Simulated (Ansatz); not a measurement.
One crystal and one scan (scan of one atom of the cell) at two levels, PBE (plane waves to 420 eV, PAW, scalar-relativistic; Ansatz, a quantum-chemistry and plane-wave program) and r2SCAN (plane waves to 500 eV, PAW, scalar-relativistic; Ansatz), each from its own relaxed cell and on its own mesh. The cell shown is that of PBE.

CaF2 (fluorite)

```xyz
3
Lattice="0.0000 2.7555 2.7555 2.7555 0.0000 2.7555 2.7555 2.7555 0.0000" Properties=species:S:1:pos:R:3 pbc="T T T"
Ca     0.0000     0.0000     0.0000
F      1.3777     1.3777     1.3777
F      4.1332     4.1332     4.1332
```

In each cell atom 3 (F, nearest neighbour Ca at 2.386 Å; its periodic images, 3.9 Å or more away, move with it) moves by s·(0.707, 0.707, 0.000) (along Cartesian [110]), the rest being held.

E stands for the smeared free energy. CaF2 was relaxed with its symmetry unable to fall. Percentages come from the unrounded values.

Results of PBE:

- Lattice constant a (Å) = 5.511
- Force constant k = d²E/ds² at s = 0 (finite differences) (eV/Å²) = 4.20
- Shape of the curve = a single well with its minimum at or next to zero displacement

Q: Estimate the r2SCAN values.

A: 
```json
[
 {"quantity": "Lattice constant a (Å)", "r2SCAN": "5.439", "PBE − r2SCAN": "+0.072 (+1.3 %)"},
 {"quantity": "Force constant k = d²E/ds² at s = 0 (finite differences) (eV/Å²)", "r2SCAN": "4.99", "PBE − r2SCAN": "-0.79 (-16 %)"}
]
```

PBE gives the higher value for: lattice constant a. PBE gives the lower value for: force constant k = d²E/ds² at s = 0. Both give the same shape of the curve: a single well with its minimum at or next to zero displacement.

(A displaced cell: forces are minus the slopes of the energy, force constants its curvatures, and phonons follow from these.)
